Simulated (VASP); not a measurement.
Set up this calculation in VASP 6.6.1, as the native input.

- Task: single point
- Functional: LDA
- Potentials or basis: VASP PAW LDA potentials, release 64 (Si)
- Cutoff: 520 eV
- k mesh: 10 × 10 × 10
- Occupations: gaussian, width 0.02 eV
- Spin: no spin polarisation
- Dipole correction: no
- Further INCAR settings: ALGO = Normal; EDIFF = 1e-06; NBANDS = 11

The structure of Si lies in POSCAR:

```
Si
1.0
    0.0000000000      2.7007329269      2.7007329269
    2.7007329269      0.0000000000      2.7007329269
    2.7007329269      2.7007329269      0.0000000000
Si
2
Direct
    0.0000000000      0.0000000000      0.0000000000
    0.2500000000      0.2500000000      0.2500000000
```

The cell was built by a generator and needn't be a form met in nature.

These files were run (other wordings do the same):

INCAR

```
SYSTEM = Si
ALGO     = Normal         ! electronic algorithm
EDIFF    = 1E-6           ! SCF threshold, eV
ENCUT    = 520            ! plane-wave cutoff, eV
GGA      = CA             ! functional
ISIF     = 2              ! what is computed and relaxed
ISMEAR   = 0              ! smearing method
LASPH    = .True.         ! aspherical terms in the spheres
LCHARG   = .False.        ! write CHGCAR
LREAL    = .False.        ! projectors in reciprocal space
LWAVE    = .False.        ! write WAVECAR
NBANDS   = 11             ! bands
NELM     = 100            ! most SCF steps
PREC     = Accurate       ! precision mode
SIGMA    = 0.02           ! smearing width, eV
```

KPOINTS

```
k-points
0
Gamma
  10 10 10
  0 0 0
```

Potentials or basis: VASP PAW LDA potentials, release 64 (Si).

Run with:

```bash
$ cat potpaw_LDA.64/Si/POTCAR > POTCAR
$ mpirun -np 1 vasp_std > vasp.out
```

It gave:

```json
{
 "Pressure": "0.1 GPa",
 "Band gap on the k mesh": "0.45 eV, indirect (least direct gap 2.53 eV)"
}
```

It took 7.9 s on 1 thread of Intel(R) Xeon(R) Platinum 8559C (Emerald Rapids), on a shared host, peak memory 0.13 GiB.
